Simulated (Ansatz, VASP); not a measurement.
This is a calculation of CaO for Ansatz 0.2.0.

Contents of input.yaml:

```yaml
crystal:
  lattice:
    - [0.0, 2.403555696, 2.403555696]
    - [2.403555696, 0.0, 2.403555696]
    - [2.403555696, 2.403555696, 0.0]
  atoms:
    - { symbol: Ca, position: [0.0, 0.0, 0.0] }
    - { symbol: O, position: [0.5, 0.5, 0.5] }
hamiltonian:
  xc: { exchange: pbe, correlation: pbe, exx: { coeff: 0.15, omega: 0.2 } }
  pseudopotentials: { kind: paw }
kpoints:
  mp_grid: { grid: [5, 5, 5] }
scf:
  occupations: { method: fermi_dirac, width: 0.05 }
output:
  forces: true
  stress: true
  eigenvalues: true
```

Potentials or basis: Ansatz PAW.

The run is started by

```bash
$ ansatz run input.yaml --threads 2 --pin off --max-ram 5632MiB --backend cpu --events-out ev --progress --plain --runs-dir out
```

**Question.** Translate it to VASP 6.6.1. Potentials there: VASP PAW PBE potentials, release 64 (Ca_sv, O).

**Answer.** As run (the cutoff follows the program's own potentials):

POSCAR

```
CaO
1.0
    0.0000000000      2.4035556960      2.4035556960
    2.4035556960      0.0000000000      2.4035556960
    2.4035556960      2.4035556960      0.0000000000
Ca O
1 1
Direct
    0.0000000000      0.0000000000      0.0000000000
    0.5000000000      0.5000000000      0.5000000000
```

The input INCAR.step1:

```
SYSTEM = CaO
PREC = Accurate
ENCUT = 520
EDIFF = 1E-5
ISMEAR = -1
SIGMA = 0.05
LREAL = .False.
LASPH = .True.
NELM = 80
ALGO = Normal
ISIF = 2
LWAVE = .True.
LCHARG = .False.
GGA = PE
```

File INCAR.step2:

```
SYSTEM = CaO
PREC = Accurate
ENCUT = 520
EDIFF = 1E-7
ISMEAR = -1
SIGMA = 0.05
LREAL = .False.
LASPH = .True.
NELM = 80
ALGO = Normal
ISIF = 2
LWAVE = .False.
LCHARG = .False.
GGA = PE
LHFCALC = .True.
HFSCREEN = 0.2
AEXX = 0.15
PRECFOCK = Fast
ISTART = 1
```

The input KPOINTS:

```
Automatic mesh
0
Gamma
  5 5 5
  0 0 0
```

Potentials or basis: VASP PAW PBE potentials, release 64 (Ca_sv, O).

Launch:

```console
$ cat potpaw_PBE.64/Ca_sv/POTCAR potpaw_PBE.64/O/POTCAR > POTCAR
$ cp INCAR.step1 INCAR
$ mpirun -np 1 vasp_std > vasp.out
$ cp INCAR.step2 INCAR
$ mpirun -np 1 vasp_std > vasp.out
```

Both were run:

|  | VASP | Ansatz | Ansatz less VASP |
| --- | --- | --- | --- |
| gap on the k mesh at the Fermi level (eV) | 4.82 | 4.84 | +0.017 |
| least direct gap on the mesh (eV) | 5.22 | 5.24 | +0.016 |
| pressure (GPa) | 0.9 | 0.3 | -0.67 |

The functional is the same, so the differences come from potentials, cutoffs and numerics.

Caveats: the k mesh is coarse (spacing up to 0.45 Å⁻¹), so the values aren't converged, least of all with exact exchange; the PAW data sets were made with another functional, which shifts forces and pressure a little (VASP); an odd mesh through Γ misses points on the zone boundary, where band edges often lie (VASP); odd divisions of the mesh miss points on the zone boundary, where band edges often lie, so the gap on the mesh can be too wide (Ansatz); the pressure holds a Pulay correction of +0.3 GPa for the finite cutoff (Ansatz); the PAW data sets come from PBE, with cores solved anew for the run's functional, which leaves a small shift of forces and pressure (Ansatz); the thresholds are loose for stress (Ansatz).
